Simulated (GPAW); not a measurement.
Wanted: an ASE script for a GPAW 26.7.0 run.

| Quantity | Value |
| --- | --- |
| Task | single point |
| Functional | PBE |
| Potentials or basis | GPAW PAW data sets (gpaw-data 1.2.1) |
| Cutoff | 600 eV |
| Basis | pw |
| k mesh | 9 × 9 × 9 |
| Occupations | gaussian, width 0.026 eV |
| Spin | no spin polarisation |
| Maxiter | 150 |

Crystal: ZnS.

```
Zn S
1.0
     0.00000    2.70200    2.70200
     2.70200    0.00000    2.70200
     2.70200    2.70200    0.00000
Zn S
1 1
Direct
  0.75000 0.75000 0.75000
  0.00000 0.00000 0.00000
```

One way to write it, as run:

run.py

```python
from ase import Atoms
from ase.dft.bandgap import bandgap
from ase.io import write
from ase.units import GPa
from gpaw import GPAW, PW

atoms = Atoms(['Zn', 'S'],
              cell=[[0.0, 2.702, 2.702],
                    [2.702, 0.0, 2.702],
                    [2.702, 2.702, 0.0]],
              scaled_positions=[[0.75, 0.75, 0.75],
                                [0.0, 0.0, 0.0]],
              pbc=True)

calc = GPAW(mode=PW(600),
            xc='PBE',
            kpts={'size': (9, 9, 9), 'gamma': True},
            occupations={'name': 'methfessel-paxton', 'order': 0, 'width': 0.026000000000000002},
            nbands=18,
            convergence={'density': 1e-05, 'energy': 1e-05},
            maxiter=150,
            txt='gpaw.txt')
atoms.calc = calc
energy = atoms.get_potential_energy()
forces = atoms.get_forces()
stress = atoms.get_stress()
calc.write('gs.gpw')
write('result.traj', atoms)
print(f'Energy: {energy:.6f} eV')
print('Forces (eV/A):')
print(forces.round(4))
print('Stress (GPa):', (stress / GPa).round(3))
print('Fermi level:', round(calc.get_fermi_level(), 4), 'eV')
print(f'Gap: {bandgap(calc)[0]:.4f} eV, direct: {bandgap(calc, direct=True)[0]:.4f} eV')
```

Potentials or basis: GPAW PAW data sets (gpaw-data 1.2.1), pw.

The run is started by

```console
$ OMP_NUM_THREADS=1 python run.py
```

It gave:

```
Pressure               : 1.6 GPa
Band gap on the k mesh : 2.10 eV, direct
```

Wall time 15 s on 1 thread of Arm Neoverse V2, with other jobs on the host, peak memory 0.16 GiB.
